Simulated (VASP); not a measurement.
Input of a VASP 6.6.1 run:

Contents of INCAR:

```
PREC     = Accurate       # precision mode
ENCUT    = 520            # plane-wave cutoff, eV
EDIFF    = 1E-6           # SCF threshold, eV
ISMEAR   = -1             # smearing method
SIGMA    = 0.05           # smearing width, eV
LREAL    = F              # projectors in reciprocal space
LASPH    = T              # aspherical terms in the spheres
NELM     = 60             # most SCF steps
ALGO     = Normal         # electronic algorithm
ISIF     = 2              # what is computed and relaxed
LWAVE    = F              # write WAVECAR
LCHARG   = F              # write CHGCAR
LDIPOL   = T            
IDIPOL   = 3            
DIPOL    = 0.5 0.5 0.500
GGA      = PE             # functional
EFIELD   = 0.3          
LVHAR    = T            
LVACPOTAV= T
```

KPOINTS

```
Automatic mesh
0
Gamma
  7 7 1
```

Contents of POSCAR:

```
K
1.0
    4.7251254772      0.0000000000      0.0000000000
   -2.2093571875      4.1767872334      0.0000000000
    0.0000000000      0.0000000000     22.8117980100
K
3
Direct
    0.1793869800      0.8206130200      0.3287772405
    0.8206130200      0.1793869800      0.5000000000
    0.1793869800      0.8206130200      0.6712227595
```

Potentials or basis: VASP PAW PBE potentials, release 64 (K_sv).

The run is started by

```console
$ cat potpaw_PBE.64/K_sv/POTCAR > POTCAR
$ mpirun -np 1 vasp_std > vasp.out
```

(1) What does it give for the largest force?

(2) What does it give for the band gap on the k mesh?

Answers

(1) 0.029 eV/Å.

(2) none (metal or under the smearing width).
